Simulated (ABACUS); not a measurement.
Sn:

```xyz
2
Lattice="-2.9401 2.9401 1.5993 2.9401 -2.9401 1.5993 2.9401 2.9401 -1.5993" Properties=species:S:1:pos:R:3 pbc="T T T"
Sn    0.0000    0.0000    0.0000
Sn    0.0000    2.9401    0.7997
```

- Program: ABACUS 3.10.1
- Task: relaxation of cell and atoms
- Functional: r2SCAN
- Potentials or basis: SG15 ONCV 1.2 PBE
- Cutoff: 1143 eV
- Density cutoff: 4572 eV
- Basis: plane waves
- k mesh: 6 × 6 × 6
- Occupations: fermi-dirac, width 0.05 eV
- Spin: no spin polarisation

At the start: pressure -1.5 GPa; volume 27.65 Å³/atom.

Task: Where does the relaxation end?

Result: Over 6 steps the energy falls by 4.1 meV/atom and the volume is 26.83 Å³/atom (-3.0 %); space group I4_1/amd (No. 141, to 0.05 Å).

Step by step:
```tsv
step	energy change (eV)	largest force (eV/Å)	pressure (GPa)	volume (Å³)
1	0.0000	0.0000	-1.49	55.30
2	-0.0070	0.0000	0.53	53.19
3	-0.0078	0.0000	0.02	53.68
4	-0.0081	0.0000	0.01	53.65
5	-0.0082	0.0000	0.01	53.64
6	-0.0082	0.0000	0.00	53.66
```

Final structure:
```
CELL_PARAMETERS angstrom
-2.91779 2.91779 1.57569
2.91779 -2.91779 1.57569
2.91779 2.91779 -1.57569
ATOMIC_POSITIONS crystal
Sn 0.00000 0.00000 0.00000
Sn 0.75000 0.25000 0.50000
```

Caveat: the k mesh is coarse (spacing up to 0.37 Å⁻¹), so the values aren't converged; the potentials were made for another functional, which shifts forces and pressure.
